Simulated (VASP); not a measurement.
Nb, 1 atom in the cell. Symmetry: Fm-3m, No. 225, cubic system. Conventional cell: a = 4.217 Å, b = 4.217 Å, c = 4.217 Å, α = 90.00°, β = 90.00°, γ = 90.00°. Nb (site symmetry m-3m) has 12 Nb at 2.98 Å as nearest neighbours. This isn't the form of Nb at room conditions, which is bcc.

```yaml
Program: VASP 6.6.1
Task: single point
Functional: PBE
Potentials_or_basis: VASP PAW PBE potentials, release 64 (Nb_sv)
Cutoff: 520 eV
k_mesh: 14 × 14 × 14
Occupations: gaussian, width 0.1 eV
Spin: no spin polarisation
Dipole_correction: no
Further_INCAR_settings: ALGO = Normal; EDIFF = 1e-07; NBANDS = 12
```

Potentials or basis: VASP PAW PBE potentials, release 64 (Nb_sv).

Command:

```bash
$ cat potpaw_PBE.64/Nb_sv/POTCAR > POTCAR
$ mpirun -np 1 vasp_std > vasp.out
```

Hardware: 1 thread of Intel(R) Xeon(R) Platinum 8259CL CPU @ 2.50GHz (Skylake/Cascade Lake) (shared host).

Problem. How long does it take, and how much memory?

Solution. It took 14 s on 1 thread of Intel(R) Xeon(R) Platinum 8259CL CPU @ 2.50GHz (Skylake/Cascade Lake) (shared host), peak memory 0.15 GiB. Counts: scf iterations 12, k points 104.
